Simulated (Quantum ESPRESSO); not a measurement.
# Sb (R-3m) in Quantum ESPRESSO: convergence with k mesh

Aim: find how far k mesh must go before the results for Sb settle, at PBE. This setting moves, with any that are tied to it; all else stays.

Everything below comes from runs of Quantum ESPRESSO 7.5. Logs are shortened: lines on timing, memory, paths and dates and some standing lists are left out, and cuts for length are marked.

**1. Starting point**

The structure is trigonal, space group R-3m (No. 166). The conventional cell has a = 4.308 Å, b = 4.308 Å, c = 11.274 Å, α = 90.00°, β = 90.00°, γ = 120.00°. Sb (site symmetry 3m) has 3 Sb at 2.91 Å as nearest neighbours.

**2. With k mesh 1 × 1 × 1**

The input, pw.in:

```
&CONTROL
  calculation = 'scf'
  prefix = 'pwscf'
  outdir = './tmp'
  pseudo_dir = './pseudo'
  tprnfor = .true.
  tstress = .true.
  disk_io = 'nowf'
/
&SYSTEM
  ibrav = 0
  nat = 2
  ntyp = 1
  ecutwfc = 80
  nbnd = 22
  occupations = 'smearing'
  smearing = 'fd'
  degauss = 0.00367493
/
&ELECTRONS
  conv_thr = 4d-10
  electron_maxstep = 120
  mixing_beta = 0.5
/
ATOMIC_SPECIES
Sb   121.7600 Sb.upf
CELL_PARAMETERS angstrom
   2.1542000000    1.2437279499    3.7580000000
  -2.1542000000    1.2437279499    3.7580000000
   0.0000000000   -2.4874558998    3.7580000000
ATOMIC_POSITIONS crystal
Sb     0.7665100000    0.7665100000    0.7665100000
Sb     0.2334900000    0.2334900000    0.2334900000
K_POINTS automatic
1 1 1 0 0 0
```

Potentials or basis: PseudoDojo 0.4.1 SR PBE standard.

Command:

```bash
OMP_NUM_THREADS=1 pw.x -in pw.in > pw.out
```

It took 3.3 s on 1 thread of Arm Neoverse V1, shared host; peak memory 0.07 GiB.

Results:

- Free energy: -4941.2769 eV
- Pressure: 46.0 GPa
- Largest force: 2.732 eV/Å
- Band gap on the k mesh: 3.91 eV, direct

**3. With k mesh 2 × 2 × 2**

pw.in, as its differences from that of step 2:

```diff
@@ -34,2 +34,2 @@
 K_POINTS automatic
-1 1 1 0 0 0
+2 2 2 0 0 0
```

Potentials or basis: PseudoDojo 0.4.1 SR PBE standard.

Command:

```bash
OMP_NUM_THREADS=1 pw.x -in pw.in > pw.out
```

Wall time 9.3 s (1 thread of Arm Neoverse V1, shared host); peak memory 0.07 GiB.

What came out:

- Free energy: -4948.0459 eV
- Pressure: 9.2 GPa
- Largest force: 1.902 eV/Å

**4. With k mesh 4 × 4 × 4**

pw.in, as its differences from that of step 3:

```diff
@@ -34,2 +34,2 @@
 K_POINTS automatic
-2 2 2 0 0 0
+4 4 4 0 0 0
```

Command:

```bash
OMP_NUM_THREADS=1 pw.x -in pw.in > pw.out
```

It took 28 s on 1 thread of Arm Neoverse V1, shared host; peak memory 0.09 GiB.

Results:

```yaml
Free_energy: -4950.0341 eV
Pressure: 2.7 GPa
Largest_force: 0.051 eV/Å
```

**5. With k mesh 5 × 5 × 5**

pw.in, as its differences from that of step 4:

```diff
@@ -34,2 +34,2 @@
 K_POINTS automatic
-4 4 4 0 0 0
+5 5 5 0 0 0
```

Command:

```bash
OMP_NUM_THREADS=1 pw.x -in pw.in > pw.out
```

It took 44 s on 1 thread of Arm Neoverse V1, shared host; peak memory 0.1 GiB.

What came out:

- Free energy: -4950.0258 eV
- Pressure: 2.6 GPa
- Largest force: 0.061 eV/Å
- Band gap on the k mesh: 0.37 eV, indirect (least direct gap 0.70 eV)

**6. With k mesh 6 × 6 × 6**

pw.in, as its differences from that of step 5:

```diff
@@ -34,2 +34,2 @@
 K_POINTS automatic
-5 5 5 0 0 0
+6 6 6 0 0 0
```

Potentials or basis: PseudoDojo 0.4.1 SR PBE standard.

Command:

```bash
OMP_NUM_THREADS=1 pw.x -in pw.in > pw.out
```

Wall time 73 s (1 thread of Arm Neoverse V1, shared host); peak memory 0.12 GiB.

The run converged. Its results:

- Free energy: -4950.0042 eV
- Pressure: 2.7 GPa
- Largest force: 0.094 eV/Å
- Band gap on the k mesh: none (metal or under the smearing width)

**7. With k mesh 7 × 7 × 7**

pw.in, as its differences from that of step 6:

```diff
@@ -34,2 +34,2 @@
 K_POINTS automatic
-6 6 6 0 0 0
+7 7 7 0 0 0
```

Command:

```bash
OMP_NUM_THREADS=1 pw.x -in pw.in > pw.out
```

Run time: 1.7 min. Hardware: 1 thread of Arm Neoverse V1, shared host; peak memory 0.14 GiB.

The run converged. Its results:

```yaml
Free_energy: -4950.0049 eV
Pressure: 2.7 GPa
Largest_force: 0.176 eV/Å
Band_gap_on_the_k_mesh: 0.33 eV, indirect (least direct gap 0.64 eV)
```

**8. With k mesh 8 × 8 × 8**

pw.in, as its differences from that of step 7:

```diff
@@ -34,2 +34,2 @@
 K_POINTS automatic
-7 7 7 0 0 0
+8 8 8 0 0 0
```

Command:

```bash
OMP_NUM_THREADS=1 pw.x -in pw.in > pw.out
```

Run time: 2.4 min. Hardware: 1 thread of Arm Neoverse V1, shared host; peak memory 0.17 GiB.

It converged, with:

```yaml
Free_energy: -4949.9928 eV
Pressure: 2.7 GPa
Largest_force: 0.180 eV/Å
Band_gap_on_the_k_mesh: none (metal or under the smearing width)
```

**9. With k mesh 10 × 10 × 10**

pw.in, as its differences from that of step 8:

```diff
@@ -34,2 +34,2 @@
 K_POINTS automatic
-8 8 8 0 0 0
+10 10 10 0 0 0
```

Potentials or basis: PseudoDojo 0.4.1 SR PBE standard.

Command:

```bash
OMP_NUM_THREADS=1 pw.x -in pw.in > pw.out
```

Run time: 3.9 min. Hardware: 1 thread of Arm Neoverse V1, shared host; peak memory 0.26 GiB.

It converged, with:

```yaml
Free_energy: -4949.9889 eV
Pressure: 2.7 GPa
Largest_force: 0.208 eV/Å
Band_gap_on_the_k_mesh: none (metal or under the smearing width)
```

**10. With k mesh 11 × 11 × 11**

pw.in, as its differences from that of step 9:

```diff
@@ -34,2 +34,2 @@
 K_POINTS automatic
-10 10 10 0 0 0
+11 11 11 0 0 0
```

Potentials or basis: PseudoDojo 0.4.1 SR PBE standard.

Command:

```bash
OMP_NUM_THREADS=1 pw.x -in pw.in > pw.out
```

pw.out:

```text
This program is part of the open-source Quantum ESPRESSO suite
     for quantum simulation of materials; please cite
[... 6 lines left out ...]
     using ibrav=0 with symmetry is DISCOURAGED, use correct ibrav instead

     G-vector sticks info
     --------------------
     sticks:   dense  smooth     PW     G-vecs:    dense   smooth      PW
     Sum        1549    1549    471                39383    39383    6491

     Using Slab Decomposition

     bravais-lattice index     =            0
     lattice parameter (alat)  =       8.5164  a.u.
     unit-cell volume          =     407.6768 (a.u.)^3
     number of atoms/cell      =            2
     number of atomic types    =            1
     number of electrons       =        30.00
     number of Kohn-Sham states=           22
     kinetic-energy cutoff     =      80.0000  Ry
     charge density cutoff     =     320.0000  Ry
     scf convergence threshold =      4.0E-10
     mixing beta               =       0.5000
     number of iterations used =            8  plain     mixing
     Exchange-correlation= PBE
                           (   1   4   3   4   0   0   0)

     celldm(1)=   8.516357  celldm(2)=   0.000000  celldm(3)=   0.000000
     celldm(4)=   0.000000  celldm(5)=   0.000000  celldm(6)=   0.000000

     crystal axes: (cart. coord. in units of alat)
               a(1) = (   0.478003   0.275975   0.833877 )
               a(2) = (  -0.478003   0.275975   0.833877 )
               a(3) = (   0.000000  -0.551951   0.833877 )

     reciprocal axes: (cart. coord. in units 2 pi/alat)
               b(1) = (  1.046018  0.603918  0.399739 )
               b(2) = ( -1.046018  0.603918  0.399739 )
               b(3) = (  0.000000 -1.207837  0.399739 )

     PseudoPot. # 1 for Sb read from file:
     Sb.upf
     Pseudo is Norm-conserving + core correction, Zval = 15.0
     Generated using ONCVPSP code by D. R. Hamann
     Using radial grid of 1434 points,  6 beta functions with:
                l(1) =   0
                l(2) =   0
                l(3) =   1
                l(4) =   1
                l(5) =   2
                l(6) =   2

     atomic species   valence    mass     pseudopotential
     Sb               15.00   121.76000     Sb( 1.00)

     12 Sym. Ops., with inversion, found

   Cartesian axes

     site n.     atom                  positions (alat units)
         1        Sb     tau(   1) = (   0.0000000   0.0000000   1.9175243  )
         2        Sb     tau(   2) = (   0.0000000  -0.0000000   0.5841056  )

     number of k points=   146  Fermi-Dirac smearing, width (Ry)=  0.0037

     Number of k-points >= 100: set verbosity='high' to print them.

     Dense  grid:    39383 G-vectors     FFT dimensions: (  50,  50,  50)

     Initial potential from superposition of free atoms

     starting charge      29.9989, renormalised to      30.0000
     Starting wfcs are   18 randomized atomic wfcs +    4 random wfcs

     Self-consistent Calculation

     iteration #  1     ecut=    80.00 Ry     beta= 0.50
     Davidson diagonalization with overlap
     ethr =  1.00E-02,  avg # of iterations =  5.5

     Threshold (ethr) on eigenvalues was too large:
     Diagonalizing with lowered threshold

     Davidson diagonalization with overlap
     ethr =  2.77E-05,  avg # of iterations =  6.7

     total energy              =    -363.81697231 Ry
     estimated scf accuracy    <       0.00831892 Ry

     iteration #  2     ecut=    80.00 Ry     beta= 0.50
     Davidson diagonalization with overlap
     ethr =  2.77E-05,  avg # of iterations =  1.0

     total energy              =    -363.81725626 Ry
     estimated scf accuracy    <       0.00178998 Ry

     iteration #  3     ecut=    80.00 Ry     beta= 0.50
     Davidson diagonalization with overlap
     c_bands:  1 eigenvalues not converged
     ethr =  5.97E-06,  avg # of iterations =  1.9

     total energy              =    -363.81734734 Ry
     estimated scf accuracy    <       0.00006239 Ry

     iteration #  4     ecut=    80.00 Ry     beta= 0.50
     Davidson diagonalization with overlap
     c_bands:  1 eigenvalues not converged
     c_bands:  1 eigenvalues not converged
     ethr =  2.08E-07,  avg # of iterations =  6.5

     total energy              =    -363.81738370 Ry
     estimated scf accuracy    <       0.00000722 Ry

     iteration #  5     ecut=    80.00 Ry     beta= 0.50
     Davidson diagonalization with overlap
     ethr =  2.41E-08,  avg # of iterations =  2.4

     total energy              =    -363.81738490 Ry
     estimated scf accuracy    <       0.00000030 Ry

     iteration #  6     ecut=    80.00 Ry     beta= 0.50
     Davidson diagonalization with overlap
     ethr =  9.87E-10,  avg # of iterations =  2.8

     total energy              =    -363.81738499 Ry
     estimated scf accuracy    <       0.00000004 Ry

     iteration #  7     ecut=    80.00 Ry     beta= 0.50
     Davidson diagonalization with overlap
     ethr =  1.31E-10,  avg # of iterations =  4.6

     total energy              =    -363.81738500 Ry
     estimated scf accuracy    <          1.7E-09 Ry

     iteration #  8     ecut=    80.00 Ry     beta= 0.50
     Davidson diagonalization with overlap
     ethr =  5.68E-12,  avg # of iterations =  2.4

     End of self-consistent calculation

     Number of k-points >= 100: set verbosity='high' to print the bands.

     the Fermi energy is    10.5656 ev

!    total energy              =    -363.81738500 Ry
     estimated scf accuracy    <          3.6E-10 Ry
     smearing contrib. (-TS)   =      -0.00009807 Ry
     internal energy E=F+TS    =    -363.81728693 Ry

     The total energy is F=E-TS. E is the sum of the following terms:
     one-electron contribution =    -145.83013697 Ry
     hartree contribution      =      88.70680512 Ry
     xc contribution           =     -90.98498490 Ry
     ewald contribution        =    -215.70897019 Ry

     convergence has been achieved in   8 iterations

     Forces acting on atoms (cartesian axes, Ry/au):

     atom    1 type  1   force =    -0.00000000   -0.00000000   -0.00852836
     atom    2 type  1   force =     0.00000000    0.00000000    0.00852836

     Total force =     0.012061     Total SCF correction =     0.000098

     Computing stress (Cartesian axis) and pressure

          total   stress  (Ry/bohr**3)                   (kbar)     P=       26.78
   0.00019376   0.00000000   0.00000000           28.50        0.00        0.00
   0.00000000   0.00019376  -0.00000000            0.00       28.50       -0.00
   0.00000000  -0.00000000   0.00015860            0.00       -0.00       23.33

=------------------------------------------------------------------------------=
   JOB DONE.
=------------------------------------------------------------------------------=
```

It took 5 min on 1 thread of Arm Neoverse V1, shared host; peak memory 0.31 GiB.

Results:

- Free energy: -4949.9877 eV
- Pressure: 2.7 GPa
- Largest force: 0.219 eV/Å
- Band gap on the k mesh: none (metal or under the smearing width)

**11. The series at a glance**

| k mesh | energy less the tightest run, at zero smearing (meV/atom) | pressure (GPa) | largest force (eV/Å) | SCF cycles | CPU time (s) | peak memory (GiB) |
| --- | --- | --- | --- | --- | --- | --- |
| 1 × 1 × 1 | 4355.05 | 45.99 | 2.732 | 9 | 3.3 | 0.07 |
| 2 × 2 × 2 | 979.40 | 9.23 | 1.902 | 9 | 9.3 | 0.07 |
| 4 × 4 × 4 | -22.20 | 2.71 | 0.051 | 8 | 28 | 0.09 |
| 5 × 5 × 5 | -19.04 | 2.59 | 0.061 | 9 | 44 | 0.1 |
| 6 × 6 × 6 | -7.90 | 2.72 | 0.094 | 9 | 73 | 0.12 |
| 7 × 7 × 7 | -8.77 | 2.70 | 0.176 | 9 | 100 | 0.14 |
| 8 × 8 × 8 | -2.12 | 2.66 | 0.180 | 9 | 140 | 0.17 |
| 10 × 10 × 10 | -0.54 | 2.68 | 0.208 | 8 | 230 | 0.26 |
| 11 × 11 × 11 | 0.00 | 2.68 | 0.219 | 8 | 300 | 0.31 |

Against the tightest run, the energy stays within 1 meV/atom from 10 × 10 × 10 on; the pressure stays within 0.1 GPa from 4 × 4 × 4 on. Not settled before the last step: the largest force (to 0.005 eV/Å). Meshes of other sizes hit other points, so gaps and Fermi surfaces needn't settle smoothly. The tightest run that finished is the yardstick and may itself not be fully converged.
